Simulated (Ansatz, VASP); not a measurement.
SnSe in VASP and in Ansatz

Contents of INCAR:

```
ALGO = Normal
EDIFF = 1E-8
ENCUT = 520
GGA = PE
ISIF = 2
ISMEAR = -1
LASPH = True
LCHARG = False
LEFG = True
LREAL = False
LWAVE = False
NBANDS = 17
NELM = 80
PREC = Accurate
SIGMA = 0.02
```

The input KPOINTS:

```
k-points
0
Gamma
  9 9 9
```

File POSCAR:

```
SnSe
1.0
    0.0000000000      3.0100000000      3.0100000000
    3.0100000000      0.0000000000      3.0100000000
    3.0100000000      3.0100000000      0.0000000000
Sn Se
1 1
Direct
    0.0132890365      0.0132890365     -0.0132890365
    0.5000000000      0.5000000000      0.5000000000
```

Input for Ansatz:

```yaml
crystal:
  lattice:
    - [0.0, 3.01, 3.01]
    - [3.01, 0.0, 3.01]
    - [3.01, 3.01, 0.0]
  atoms:
    - { symbol: Sn, position: [0.0132890365, 0.0132890365, -0.0132890365] }
    - { symbol: Se, position: [0.5, 0.5, 0.5] }
kpoints:
  mp_grid: { grid: [9, 9, 9] }
scf:
  occupations: { method: fermi_dirac, width: 0.02 }
hamiltonian:
  xc: pbe
  pseudopotentials: { kind: all_electron, datasets: crystal }
output:
  forces: true
  stress: true
  eigenvalues: true
  efg: { contact_densities: true }
```

Alike in both runs: task electric field gradients; functional PBE; k mesh 9 × 9 × 9; occupations fermi-dirac, width 0.02 eV; no spin polarisation.

|  | VASP | Ansatz |
| --- | --- | --- |
| version | VASP 6.6.1 | Ansatz 0.2.0 |
| potentials or method | VASP PAW PBE potentials, release 64 (Sn_d, Se) | all-electron PAW with datasets made for the crystal, scalar-relativistic |
| plane-wave cutoff (eV) | 520 | see its input |

Ansatz gave:

| Quantity | Value |
| --- | --- |
| pressure (GPa) | 1.1 |
| largest component of the traceless stress (GPa) | 0.12 |
| rms of the force components (eV/Å) | 0.006 |
| Vzz of the field gradient on the site that differs most (V/Å²) | -5.7 |

What did VASP give for the same quantities?

Pressure (GPa): 1.1; largest component of the traceless stress (GPa): 0.12; rms of the force components (eV/Å): 0.008; Vzz of the field gradient on the site that differs most (V/Å²): -5.4.

Atom by atom the forces differ by 0.002 eV/Å (rms over components). Ansatz ran all-electron here, so the differences hold the error of VASP's frozen core and of both bases. Ansatz warned: «gradients_without_spin_orbit».

Caveats: spin-orbit coupling is left out, which moves the levels of the heavy elements; an odd mesh through Γ misses points on the zone boundary, where band edges often lie.
